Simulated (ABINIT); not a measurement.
# Quasiparticle gap of LiCl (Fm-3m) in ABINIT, part 3 of 3

How does a plane-wave GW calculation on LiCl (Fm-3m) run from the first input to the gap?

ABINIT 10.8.3; PBE and many-body steps on it, plane waves. Known limits of the many-body steps: not at the basis limit.

So far. Step 4 (Empty states on the mesh, 6×6×6 mesh, 199 bands): On this mesh the gap is 6.285 eV. Step 5 (Screening, 6×6×6 mesh, 191 bands, screening to 239.5 eV): Local fields lower ε∞ by 15 %.

## 6. Self-energy, 6×6×6 mesh, 191 bands, screening to 239.5 eV

The self-energy is evaluated for the states that the input lists, and the levels follow from it, in one-shot runs by the linearised quasiparticle equation.

This step: G0W0 on PBE, plane waves, norm-conserving pseudopotentials.

File run.abi:

```
acell 3*1.0 Angstrom
rprim 
  0.000000000000 2.571500000000 2.571500000000
  2.571500000000 0.000000000000 2.571500000000
  2.571500000000 2.571500000000 -0.000000000000
ntypat 2
znucl 3 17
natom 2
typat 1 2
xred 
  0.000000000000 0.000000000000 0.000000000000
  0.500000000000 0.500000000000 0.500000000000
pp_dirpath "pseudos"
pseudos "Li.upf, Cl.upf"
ecut 33
ngkpt 6 6 6
nshiftk 1
shiftk 0 0 0
kptopt 1
chksymbreak 0
istwfk *1
occopt 1
irdwfk 1
optdriver 4
nband 191
gwcalctyp 0
ecutsigx 33
symsigma 1
nkptgw 1
kptgw 
  0.0000000000 0.0000000000 0.0000000000
bdgw 
  3 9
ecuteps 8.8
irdscr 1
ppmodel 1
indata_prefix "in"
outdata_prefix "out"
tmpdata_prefix "tmp"
```

Command:

```console
$ OMP_NUM_THREADS=1 mpirun -n 8 abinit run.abi > log
```

Numbers of over 12 decimals in the logs are rounded to 6 here.

The log of the run:

```text
.Version 10.8.3 of ABINIT. v10.8.2 released Aug 2026.

 Symmetries : space group Fm -3 m (#225); Bravais cF (face-center cubic)
[... echo of the input left out ...]
== DATASET  1 ==================================================================
-   mpi_nproc: 8, omp_nthreads: 1 (-1 if OMP is not activated)

--- !DatasetInfo
iteration_state: {dtset: 1, }
dimensions: {natom: 2, nkpt: 16, mband: 191, nsppol: 1, nspinor: 1, nspden: 1, mpw: 2092, }
cutoff_energies: {ecut:  33.0, pawecutdg:  -1.0, }
electrons: {nelect:   1.00000000E+01, charge:   0.00000000E+00, occopt:   1.00000000E+00, tsmear:   1.00000000E-02, }

 SIGMA: Calculation of the GW corrections

 Based on a program developped by R.W. Godby, V. Olevano, G. Onida, and L. Reining.
 Incorporated in ABINIT by V. Olevano, G.-M. Rignanese, and M. Torrent.
.Using double precision arithmetic ; gwpc =  8

[... cell and pseudopotentials left out ...]
--------------------------------------------------------------------------------

 ==== K-mesh for the wavefunctions ====
 Number of points in the irreducible wedge :    16
[... list of points left out ...]
 Together with 48 symmetry operations and time-reversal symmetry
 yields   216 points in the full Brillouin Zone.

 ==== Q-mesh for screening function ====
 Number of points in the irreducible wedge :    16
[... list of points left out ...]
 Together with 48 symmetry operations and time-reversal symmetry
 yields   216 points in the full Brillouin Zone.

 vcoul_init : cutoff-mode = AUXILIARY_FUNCTION
 q-points for optical limit:   1
     1)      0.000010    0.000020    0.000030
 setmesh: FFT mesh size selected  =    36x   36x   36
          total number of points  =        46656

 Number of electrons calculated from density =   10.0000; Expected =   10.0000
 average of density, n =  0.043573
 r_s =    1.7629
 omega_plasma =   20.1355 [eV]

 === KS Band Gaps ===
  >>>> For spin  1
   Minimum direct gap =   6.2845 [eV], located at k-point      :   0.0000  0.0000  0.0000
   Fundamental gap    =   6.2845 [eV], Top of valence bands at :   0.0000  0.0000  0.0000
                                       Bottom of conduction at :   0.0000  0.0000  0.0000
 SIGMA fundamental parameters:
 PLASMON POLE MODEL  1
 number of plane-waves for SigmaX                 2085
 number of plane-waves for SigmaC and W            283
 number of plane-waves for wavefunctions          2085
 number of bands                                   191
 number of independent spin polarizations            1
 number of spinorial components                      1
 number of k-points in IBZ                          16
 number of q-points in IBZ                          16
 number of symmetry operations                      48
 number of k-points in BZ                          216
 number of q-points in BZ                          216
 number of frequencies for dSigma/dE                 9
 frequency step for dSigma/dE [eV]                0.25
 number of omega for Sigma on real axis              0
 max omega for Sigma on real axis  [eV]           0.00
 zcut for avoiding poles [eV]                     0.10

 EPSILON^-1 parameters (SCR file):
 dimension of the eps^-1 matrix on file            283
 dimension of the eps^-1 matrix used               283
 number of plane-waves for wavefunctions          2085
 number of bands                                   191
 number of q-points in IBZ                          16
 number of frequencies                               2
 number of real frequencies                          1
 number of imag frequencies                          1

 matrix elements of self-energy operator (all in [eV])

 Perturbative Calculation

--- !SelfEnergy_ee
iteration_state: {dtset: 1, }
kpoint     : [   0.000,    0.000,    0.000, ]
spin       : 1
KS_gap     :    6.285
QP_gap     :    9.008
Delta_QP_KS:    2.723
data: !SigmaeeData |
     Band     E0 <VxcDFT>   SigX SigC(E0)      Z dSigC/dE  Sig(E)    E-E0       E
        3   0.193 -14.693 -19.029   1.819   0.802  -0.246 -16.712  -2.018  -1.826
        4   0.193 -14.693 -19.029   1.819   0.802  -0.246 -16.712  -2.018  -1.826
        5   0.193 -14.693 -19.029   1.819   0.802  -0.246 -16.712  -2.018  -1.826
        6   6.477  -9.170  -4.732  -3.605   0.847  -0.181  -8.465   0.705   7.182
        7  11.985  -9.607  -4.365  -3.822   0.840  -0.190  -8.414   1.192  13.177
        8  11.985  -9.607  -4.365  -3.822   0.840  -0.190  -8.414   1.192  13.177
        9  11.985  -9.607  -4.365  -3.822   0.840  -0.190  -8.414   1.192  13.177

== END DATASET(S) ==============================================================
================================================================================

 -outvars: echo values of variables after computation  --------
           etotal      0.0000000000E+00
            nband         191
             nkpt          16
          spgroup         225
 [... the other variables as echoed above ...]

 Calculation completed.
```

Run time: 13 s. Hardware: 8 MPI ranks of AMD EPYC 7B13 (Zen 3), shared host; peak memory 2.4 GiB.

Numbers from this step:

```
G0W0 gap on the points computed              : 9.008 eV
starting gap on the mesh                     : 6.285 eV
k of the valence top                         : 0, 0, 0
k of the conduction bottom                   : 0, 0, 0
Z at the valence top                         : 0.802
Z at the conduction bottom                   : 0.847
least direct G0W0 gap on the computed points : 9.008 eV
```

The gap on the mesh goes from 6.28 eV to 9.01 eV, a correction of +2.72 eV.

Limits: finite bands, cutoff and mesh. v1 is the top filled band, c1 the lowest empty one. Levels before and after the correction, in eV, zero at the valence-band top of each column:

|  | conduction bottom | valence top |
| --- | --- | --- |
| Kohn-Sham | 6.28 | 0.00 |
| G0W0 | 9.01 | 0.00 |

|  | level | energy (eV) |
| --- | --- | --- |
| Kohn-Sham | Γ v3-v1 | 0.000 |
| Kohn-Sham | Γ c1 | 6.285 |
| Kohn-Sham | Γ c2-c4 | 11.792 |
| G0W0 | Γ v3-v1 | 0.000 |
| G0W0 | Γ c1 | 9.008 |
| G0W0 | Γ c2-c4 | 15.003 |

## 7. Where the time went

Times are wall times on 8 MPI ranks of AMD EPYC 7B13 (Zen 3), shared host, good to a factor of about two.

| step | time | share | memory (GiB) |
| --- | --- | --- | --- |
| ground state | 4.7 s | 5 % | 0.57 |
| bands along the symmetry lines | 4.4 s | 5 % | 0.52 |
| empty states on the mesh | 14 s | 14 % | 2.4 |
| screening | 59 s | 62 % | 2.2 |
| self-energy | 13 s | 14 % | 2.4 |

## 8. What came out

| Item | Value |
| --- | --- |
| PBE gap | 6.28 eV, indirect (only 2 meV under the direct gap) |
| G0W0 gap on the mesh | 9.01 eV |
| GW settings | 6×6×6 mesh, 191 bands, screening to 239.5 eV, Godby-Needs plasmon pole |
| known limits | not at the basis limit |

**Reading.** G0W0 moves the gap on the mesh from 6.28 eV to 9.01 eV (+2.72 eV), with Z of 0.80 and 0.85 at the edges. Local fields lower the RPA ε∞ on this mesh from 3.25 to 2.75. Only 1 of the mesh's irreducible points was corrected, so a valley elsewhere could overtake. The dearest step here is «screening». Bands and cutoff are finite, so the gap is not at the basis limit. The miss can reach some tenths of an eV and take either sign; the mesh is an error of its own. In the G0W0 run levels were corrected at 1 k point alone, so a gap called «on the mesh» is the least over those, and an edge elsewhere would be missed.

[Paths, hosts, dates, memory and timing lines, banners, echoed tables and standing remarks are left out of the program output.]

[Logs are printed without paths, hosts, clocks, repeated set-up lines and the standing remarks that a program may print on its own settings, such as how far it seeks lower states.]

[Runs of the session that timed out or met a known fault of the program may be left out.]

[Hosts, paths, dates, database ids (printed as entryN), source tags and the programs' standing remarks are cut or masked in the printed files.]

[G0W0 gaps are taken among the corrected bands and points alone; a level outside them can change the order at an edge.]

[Where Ansatz stands beside ABINIT at settings called matched, ABINIT's density can come from a denser mesh and the files from another edition; pairs whose starting gaps differed by over 0.03 eV were left out, so agreement reads better than it is.]
